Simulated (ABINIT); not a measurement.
# TiTe (P6_3/mmc) in ABINIT: reference runs

Reference runs on TiTe: the cell as given.

All numbers are computed with ABINIT 10.8.3 (patched build); they aren't measurements. Logs are shortened: lines on timing, memory, paths and dates and some standing lists are left out, and cuts for length are marked. The log counts tension as positive stress, the text compression.

**1. The structure**

It takes space group P6_3/mmc (No. 194, hexagonal). The conventional cell has a = 3.842 Å, b = 3.842 Å, c = 6.403 Å, α = 90.00°, β = 90.00°, γ = 120.00°. Te (site symmetry -6m2) is surrounded by 6 Ti at 2.74 Å. Ti (site symmetry -3m) has 6 Te at 2.74 Å as nearest neighbours.

**2. Single point, PBEsol**

run.abi reads:

```
# Pseudopotentials
pp_dirpath "./"
pseudos "Te.upf, Ti.upf"

# Structure
acell 3*1.0
rprim
     7.2603277708     0.0000000000     0.0000000000
    -3.6301638854     6.2876282892     0.0000000000
     0.0000000000     0.0000000000    12.0999163760
ntypat 2
znucl 52 22
natom 4
typat 1 1 2 2
xcart
     3.6301638858     2.0958760962     9.0749372820
    -0.0000000004     4.1917521930     3.0249790940
     0.0000000000     0.0000000000     6.0499581880
     0.0000000000     0.0000000000     0.0000000000

# Plane-wave basis
ecut 42.0

# k points
kptopt 1
ngkpt 8 8 4
nshiftk 1
shiftk 0.0 0.0 0.0

# Exchange and correlation
ixc -116133

# Bands and occupations
nband 34
occopt 3
tsmear 0.05 eV

# SCF cycle
nstep 100
tolvrs 1.0e-10

# Output
iomode 3
prtwf 0
prtden 0
prteig 0
prtebands 0
enunit 2
```

Potentials or basis: PseudoDojo NC SR PBEsol v0.4.1 standard.

Run with:

```bash
> abinit run.abi > log 2>&1
```

run.abo:

```text
.Version 10.8.3 of ABINIT
 Symmetries : space group P6_3/m m c (#194); Bravais hP (primitive hexag.)
================================================================================
 Values of the parameters that define the memory need of the present run
     intxc =       0    ionmov =       0      iscf =       7    lmnmax =       6
     lnmax =       6     mgfft =      72  mpssoang =       3    mqgrid =    3530
     natom =       4  nloc_mem =       1    nspden =       1   nspinor =       1
    nsppol =       1      nsym =      24    n1xccc =    2501    ntypat =       2
    occopt =       3   xclevel =       2
       mpw =        7223          nfft =      145800          nkpt =          30
================================================================================
================================================================================

--------------------------------------------------------------------------------
------------- Echo of variables that govern the present computation ------------
--------------------------------------------------------------------------------
 -outvars: echo values of preprocessed input variables --------
            acell      1.0000000000E+00  1.0000000000E+00  1.0000000000E+00 Bohr
              amu      1.27600000E+02  4.78800000E+01
             ecut      4.20000000E+01 Hartree
           enunit           2
              ixc     -116133
         kptrlatt        8    0    0      0    8    0      0    0    4
          kptrlen      4.83996655E+01
            natom           4
            nband          34
            ngfft          45      45      72
             nkpt          30
            nstep         100
             nsym          24
           ntypat           2
           occopt           3
           prtden           0
        prtebands           0
           prteig           0
            prtwf           0
            rprim      7.2603277708E+00  0.0000000000E+00  0.0000000000E+00
                      -3.6301638854E+00  6.2876282892E+00  0.0000000000E+00
                       0.0000000000E+00  0.0000000000E+00  1.2099916376E+01
          spgroup         194
           tolvrs      1.00000000E-10
           tsmear      1.83746611E-03 Hartree
            typat      1  1  2  2
           xangst      1.9209999987E+00  1.1090898663E+00  4.8022499968E+00
                       3.5545640481E-16  2.2181797327E+00  1.6007499989E+00
                      -7.1091280962E-17  2.4626742120E-16  3.2014999978E+00
                      -7.1091280962E-17  2.4626742120E-16  1.7771895055E-16
            xcart      3.6301638854E+00  2.0958760964E+00  9.0749372820E+00
                       6.7171525479E-16  4.1917521928E+00  3.0249790940E+00
                      -1.3434305096E-16  4.6537797980E-16  6.0499581880E+00
                      -1.3434305096E-16  4.6537797980E-16  3.3584014392E-16
             xred      6.6666666667E-01  3.3333333333E-01  7.5000000000E-01
                       3.3333333333E-01  6.6666666667E-01  2.5000000000E-01
                       1.8503717077E-17  7.4014868308E-17  5.0000000000E-01
                       1.8503717077E-17  7.4014868308E-17  2.7755575616E-17
            znucl       52.00000   22.00000

================================================================================

 chkinp: Checking input parameters for consistency.

================================================================================
== DATASET  1 ==================================================================

--- !DatasetInfo
iteration_state: {dtset: 1, }
dimensions: {natom: 4, nkpt: 30, mband: 34, nsppol: 1, nspinor: 1, nspden: 1, mpw: 7223, }
cutoff_energies: {ecut:  42.0, pawecutdg:  -1.0, }
electrons: {nelect:   5.60000000E+01, charge:   0.00000000E+00, occopt:   3.00000000E+00, tsmear:   1.83746611E-03, }
meta: {optdriver: 0, ionmov: 0, optcell: 0, iscf: 7, paral_kgb: 0, }
...

 Real(R)+Recip(G) space primitive vectors, cartesian coordinates (Bohr,Bohr^-1):
 R(1)=  7.2603278  0.0000000  0.0000000  G(1)=  0.1377348  0.0795212  0.0000000
 R(2)= -3.6301639  6.2876283  0.0000000  G(2)=  0.0000000  0.1590425  0.0000000
 R(3)=  0.0000000  0.0000000 12.0999164  G(3)=  0.0000000  0.0000000  0.0826452
 Unit cell volume ucvol=  5.5236411E+02 bohr^3
 Angles (23,13,12)=  9.00000000E+01  9.00000000E+01  1.20000000E+02 degrees

 getcut: wavevector=  0.0000  0.0000  0.0000  ngfft=  45  45  72
         ecut(hartree)=     42.000   => boxcut(ratio)=   2.03967

--- Pseudopotential description ------------------------------------------------
- pspini: atom type   1  psp file is ./Te.upf
12 -116133 2 -1 1294                          pspcod,pspxc,lmax,lloc,mmax
     nproj     2     2     2

- pspini: atom type   2  psp file is ./Ti.upf
12 -116133 2 -1 1586                          pspcod,pspxc,lmax,lloc,mmax
     nproj     2     2     2

   5.77875170E+03                                ecore*ucvol(ha*bohr**3)
--------------------------------------------------------------------------------

================================================================================

--- !BeginCycle
iteration_state: {dtset: 1, }
solver: {iscf: 7, nstep: 100, nline: 4, wfoptalg: 0, }
tolerances: {tolvrs: 1.00E-10, }
...

     iter   Etot(hartree)      deltaE(h)  residm     vres2
 ETOT  1  -327.70031296282    -3.277E+02 2.135E-01 2.489E+02
 ETOT  2  -327.55770563482     1.426E-01 1.182E-01 2.977E+03
 ETOT  3  -327.98723556310    -4.295E-01 1.437E-02 3.862E+02
 ETOT  4  -328.04974705047    -6.251E-02 8.832E-03 1.343E+00
 ETOT  5  -328.05071280223    -9.658E-04 9.035E-03 2.783E-01
 ETOT  6  -328.05091352001    -2.007E-04 3.705E-03 2.399E-01
 ETOT  7  -328.05101426863    -1.007E-04 2.288E-03 1.053E-03
 ETOT  8  -328.05103633638    -2.207E-05 2.639E-03 5.719E-04
 ETOT  9  -328.05104429384    -7.957E-06 3.779E-03 4.366E-05
 ETOT 10  -328.05104715903    -2.865E-06 2.651E-03 1.418E-04
 ETOT 11  -328.05104825047    -1.091E-06 3.189E-03 6.188E-06
 ETOT 12  -328.05104865111    -4.006E-07 2.065E-03 6.083E-07
 ETOT 13  -328.05104879984    -1.487E-07 1.014E-03 3.165E-07
 ETOT 14  -328.05104885528    -5.544E-08 1.093E-03 7.782E-07
 ETOT 15  -328.05104887609    -2.082E-08 4.917E-04 4.553E-08
 ETOT 16  -328.05104888379    -7.693E-09 6.195E-04 1.301E-07
 ETOT 17  -328.05104888669    -2.902E-09 7.491E-04 9.056E-09
 ETOT 18  -328.05104888775    -1.057E-09 6.881E-04 2.077E-08
 ETOT 19  -328.05104888816    -4.194E-10 8.977E-04 6.955E-09
 ETOT 20  -328.05104888831    -1.482E-10 4.490E-04 2.232E-09
 ETOT 21  -328.05104888837    -5.679E-11 7.979E-04 1.711E-09
 ETOT 22  -328.05104888838    -7.560E-12 2.945E-04 1.825E-09
 ETOT 23  -328.05104888839    -1.700E-11 4.903E-04 1.307E-09
 ETOT 24  -328.05104888839     4.036E-12 1.889E-04 9.252E-10
 ETOT 25  -328.05104888840    -1.012E-11 2.432E-04 5.677E-10
 ETOT 26  -328.05104888841    -7.219E-12 1.544E-04 2.655E-11

 At SCF step   26       vres2   =  2.65E-11 < tolvrs=  1.00E-10 =>converged.

 Cartesian components of stress tensor (hartree/bohr^3)
  sigma(1 1)= -6.10042028E-05  sigma(3 2)=  0.00000000E+00
  sigma(2 2)= -6.10042021E-05  sigma(3 1)=  0.00000000E+00
  sigma(3 3)= -2.50369905E-04  sigma(2 1)=  0.00000000E+00

--- !ResultsGS
iteration_state: {dtset: 1, }
comment   : Summary of ground state results
lattice_vectors:
- [  7.2603278,   0.0000000,   0.0000000, ]
- [ -3.6301639,   6.2876283,   0.0000000, ]
- [  0.0000000,   0.0000000,  12.0999164, ]
lattice_lengths: [   7.26033,    7.26033,   12.09992, ]
lattice_angles: [ 90.000,  90.000, 120.000, ] # degrees, (23, 13, 12)
lattice_volume:   5.5236411E+02
convergence: {deltae: -7.219E-12, res2:  2.655E-11, residm:  1.544E-04, diffor: null, }
etotal    :  -3.28051049E+02
entropy   :   0.00000000E+00
fermie    :   3.56188143E-01
cartesian_stress_tensor: # hartree/bohr^3
- [ -6.10042028E-05,   0.00000000E+00,   0.00000000E+00, ]
- [  0.00000000E+00,  -6.10042021E-05,   0.00000000E+00, ]
- [  0.00000000E+00,   0.00000000E+00,  -2.50369905E-04, ]
pressure_GPa:   3.6519E+00
xred      :
- [  6.6667E-01,   3.3333E-01,   7.5000E-01, Te]
- [  3.3333E-01,   6.6667E-01,   2.5000E-01, Te]
- [  1.8504E-17,   7.4015E-17,   5.0000E-01, Ti]
- [  1.8504E-17,   7.4015E-17,   2.7756E-17, Ti]
cartesian_forces: # hartree/bohr
- [  3.70871028E-28,  -1.28473493E-28,  -0.00000000E+00, ]
- [ -5.19219439E-28,   4.28244976E-29,  -0.00000000E+00, ]
- [  7.41742056E-29,   4.28244976E-29,  -0.00000000E+00, ]
- [  7.41742056E-29,   4.28244976E-29,  -0.00000000E+00, ]
force_length_stats: {min:   8.56489951E-29, max:   5.20982498E-28, mean:   2.71193373E-28, }
...

 Integrated electronic density in atomic spheres:
 ------------------------------------------------
 Atom  Sphere_radius  Integrated_density
    1        2.00000         12.00925628
    2        2.00000         12.00925628
    3        2.00000          9.59936382
    4        2.00000          9.59936382
================================================================================

 ----iterations are completed or convergence reached----

 Mean square residual over all n,k,spin=   59.385E-08; max=  15.436E-05
 reduced coordinates (array xred) for    4 atoms
       0.666666666667      0.333333333333      0.750000000000
       0.333333333333      0.666666666667      0.250000000000
       0.000000000000      0.000000000000      0.500000000000
       0.000000000000      0.000000000000      0.000000000000
 rms dE/dt=  1.6452E-27; max dE/dt=  4.3082E-27; dE/dt below (all hartree)
    1      -0.000000000000      0.000000000000      0.000000000000
    2       0.000000000000     -0.000000000000      0.000000000000
    3       0.000000000000      0.000000000000      0.000000000000
    4       0.000000000000      0.000000000000      0.000000000000

 cartesian coordinates (angstrom) at end:
    1      1.92099999869354     1.10908986633880     4.80224999675051
    2      0.00000000000000     2.21817973267760     1.60074999891684
    3     -0.00000000000000     0.00000000000000     3.20149999783367
    4     -0.00000000000000     0.00000000000000     0.00000000000000

 cartesian forces (hartree/bohr) at end:
    1      0.00000000000000    -0.00000000000000    -0.00000000000000
    2     -0.00000000000000     0.00000000000000    -0.00000000000000
    3      0.00000000000000     0.00000000000000    -0.00000000000000
    4      0.00000000000000     0.00000000000000    -0.00000000000000
 frms,max,avg= 1.9151698E-28 5.1921944E-28   0.000E+00  0.000E+00  0.000E+00 h/b

 cartesian forces (eV/Angstrom) at end:
    1      0.00000000000000    -0.00000000000000    -0.00000000000000
    2     -0.00000000000000     0.00000000000000    -0.00000000000000
    3      0.00000000000000     0.00000000000000    -0.00000000000000
    4      0.00000000000000     0.00000000000000    -0.00000000000000
 frms,max,avg= 9.8481988E-27 2.6699337E-26   0.000E+00  0.000E+00  0.000E+00 e/A
 length scales=  1.000000000000  1.000000000000  1.000000000000 bohr
              =  0.529177210544  0.529177210544  0.529177210544 angstroms
 Fermi (or HOMO) energy (hartree) =   0.35619   Average Vxc (hartree)=  -0.43067
 Eigenvalues (hartree) for nkpt=  30  k points:
 kpt#   1, nband= 34, wtk=  0.00391, kpt=  0.0000  0.0000  0.0000 (reduced coord)
  -1.74181   -1.74128   -1.03128   -1.03128   -1.03124   -1.03124   -1.03062   -1.03062
  -1.03041   -1.03041   -1.03038   -1.03033   -0.87607   -0.87607   -0.87600   -0.87537
  -0.87537   -0.86969   -0.16189   -0.09760    0.09280    0.21848    0.21848    0.29428
   0.31594    0.32350    0.32350    0.33489    0.33489    0.34008    0.34008    0.39167
   0.39167    0.44200
      occupation numbers for kpt#   1
   2.00000    2.00000    2.00000    2.00000    2.00000    2.00000    2.00000    2.00000
   2.00000    2.00000    2.00000    2.00000    2.00000    2.00000    2.00000    2.00000
   2.00000    2.00000    2.00000    2.00000    2.00000    2.00000    2.00000    2.00000
   2.00000    2.00000    2.00000    1.99998    1.99998    1.99969    1.99969    0.00000
   0.00000    0.00000
 prteigrs : prtvol=0 or 1, do not print more k-points.

 Fermi (or HOMO) energy (eV) =   9.69237   Average Vxc (eV)= -11.71900
 Eigenvalues (   eV  ) for nkpt=  30  k points:
 kpt#   1, nband= 34, wtk=  0.00391, kpt=  0.0000  0.0000  0.0000 (reduced coord)
 -47.39700  -47.38259  -28.06249  -28.06249  -28.06154  -28.06154  -28.04467  -28.04467
 -28.03890  -28.03890  -28.03800  -28.03662  -23.83911  -23.83911  -23.83726  -23.82015
 -23.82015  -23.66541   -4.40523   -2.65592    2.52530    5.94501    5.94501    8.00766
   8.59708    8.80293    8.80293    9.11296    9.11296    9.25403    9.25403   10.65802
  10.65802   12.02740
 prteigrs : prtvol=0 or 1, do not print more k-points.

--- !EnergyTerms
iteration_state     : {dtset: 1, }
comment             : Components of total free energy in Hartree
kinetic             :  1.61634600737369E+02
hartree             :  6.99421305038893E+01
xc                  : -6.63100509586848E+01
Ewald energy        : -2.17149127002162E+02
psp_core            :  1.04618521549733E+01
local_psp           : -2.27995753882920E+02
non_local_psp       : -5.86334288753096E+01
internal            : -3.28049777322845E+02
'-kT*entropy'       : -1.27156556244143E-03
total_energy        : -3.28051048888408E+02
total_energy_eV     : -8.92672379970165E+03
band_energy         : -3.48567693147545E+01
...

 Cartesian components of stress tensor (hartree/bohr^3)
  sigma(1 1)= -6.10042028E-05  sigma(3 2)=  0.00000000E+00
  sigma(2 2)= -6.10042021E-05  sigma(3 1)=  0.00000000E+00
  sigma(3 3)= -2.50369905E-04  sigma(2 1)=  0.00000000E+00

-Cartesian components of stress tensor (GPa)         [Pressure=  3.6519E+00 GPa]
- sigma(1 1)= -1.79480561E+00  sigma(3 2)=  0.00000000E+00
- sigma(2 2)= -1.79480559E+00  sigma(3 1)=  0.00000000E+00
- sigma(3 3)= -7.36613692E+00  sigma(2 1)=  0.00000000E+00

== END DATASET(S) ==============================================================
================================================================================

 -outvars: echo values of variables after computation  --------
            acell      1.0000000000E+00  1.0000000000E+00  1.0000000000E+00 Bohr
           etotal     -3.2805104889E+02
            fcart      3.7087102789E-28 -1.2847349267E-28 -0.0000000000E+00
                      -5.1921943904E-28  4.2824497558E-29 -0.0000000000E+00
                       7.4174205577E-29  4.2824497558E-29 -0.0000000000E+00
                       7.4174205577E-29  4.2824497558E-29 -0.0000000000E+00
            rprim      7.2603277708E+00  0.0000000000E+00  0.0000000000E+00
                      -3.6301638854E+00  6.2876282892E+00  0.0000000000E+00
                       0.0000000000E+00  0.0000000000E+00  1.2099916376E+01
           strten     -6.1004202761E-05 -6.1004202074E-05 -2.5036990493E-04
                       0.0000000000E+00  0.0000000000E+00  0.0000000000E+00
           xangst      1.9209999987E+00  1.1090898663E+00  4.8022499968E+00
                       3.5545640481E-16  2.2181797327E+00  1.6007499989E+00
                      -7.1091280962E-17  2.4626742120E-16  3.2014999978E+00
                      -7.1091280962E-17  2.4626742120E-16  1.7771895055E-16
             xred      6.6666666667E-01  3.3333333333E-01  7.5000000000E-01
                       3.3333333333E-01  6.6666666667E-01  2.5000000000E-01
                       1.8503717077E-17  7.4014868308E-17  5.0000000000E-01
                       1.8503717077E-17  7.4014868308E-17  2.7755575616E-17
 Calculation completed.
```

It took 10 min on 1 thread of Arm Neoverse V2, shared host; peak memory 0.2 GiB.

What came out:

* Free energy: -8926.7238 eV
* Pressure: 3.7 GPa
* Band gap on the k mesh: none (metal or under the smearing width)
* Valence electrons inside the program's atomic spheres: Te 12.01; Ti 9.60

The run has no spin-orbit coupling, so splittings on Te are missing.
